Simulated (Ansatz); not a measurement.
Set up this calculation in Ansatz 0.2.0, as the native input.

```
Task                                : band structure
Functional                          : PBE-EpsX
Potentials or basis                 : Ansatz PAW
Cutoff                              : 420 eV (not typed: the program's choice for these potentials)
k mesh                              : 5 × 5 × 5
Occupations                         : fermi-dirac, width 0.05 eV
Spin                                : no spin polarisation
Path                                : [["G", "X", "W", "K", "G", "L", "U", "W", "L", "K"], ["U", "X"]]
Points for each segment of the path : 4
```

InP:

```xyz
2
Lattice="0.0000 2.9305 2.9305 2.9305 0.0000 2.9305 2.9305 2.9305 0.0000" Properties=species:S:1:pos:R:3 pbc="T T T"
In    0.0000    0.0000    0.0000
P     4.3957    4.3957    4.3957
```

One way to write it, as run:

input.yaml

```yaml
crystal:
  lattice:
    - [0.0, 2.9305, 2.9305]
    - [2.9305, 0.0, 2.9305]
    - [2.9305, 2.9305, 0.0]
  atoms:
    - { symbol: In, position: [0.0, 0.0, 0.0] }
    - { symbol: P, position: [0.75, 0.75, 0.75] }
hamiltonian:
  xc:
    exchange: pbe
    correlation: pbe
    exx: { coeff: inverse_dielectric }
  pseudopotentials: { kind: paw }
kpoints:
  mp_grid: { grid: [5, 5, 5] }
  band_path:
    path:
      - [[0.0, 0.0, 0.0], [0.5, 0.0, 0.5], [0.5, 0.25, 0.75], [0.375, 0.375, 0.75], [0.0, 0.0, 0.0], [0.5, 0.5, 0.5], [0.625, 0.25, 0.625], [0.5, 0.25, 0.75], [0.5, 0.5, 0.5], [0.375, 0.375, 0.75]]
      - [[0.625, 0.25, 0.625], [0.5, 0.0, 0.5]]
    npoints: 4
scf:
  occupations: { method: fermi_dirac, width: 0.05 }
  n_extra_bands: 6
output:
  forces: true
  stress: true
  eigenvalues: true
  fatbands: false
```

Potentials or basis: Ansatz PAW.

Launch:

```console
$ ansatz run input.yaml --threads 2 --pin off --max-ram 5632MiB --backend cpu --events-out ev --progress --plain --runs-dir out
```

Results of the run:

| Item | Value |
| --- | --- |
| Pressure | 2.6 GPa |
| Band gap on the k mesh | 1.22 eV, direct |
| Band gap along the path | 1.22 eV, direct |
| Share of exact exchange | 0.092 |

Caveat: spin-orbit coupling is left out, which moves the levels of the heavy elements; the PAW data sets come from PBE, with cores solved anew for the run's functional, which leaves a small shift of forces and pressure; the thresholds are loose for stress.

Wall time 84 s on 2 threads of Intel(R) Xeon(R) 6975P-C (Granite Rapids) (shared host), peak memory 1.1 GiB.
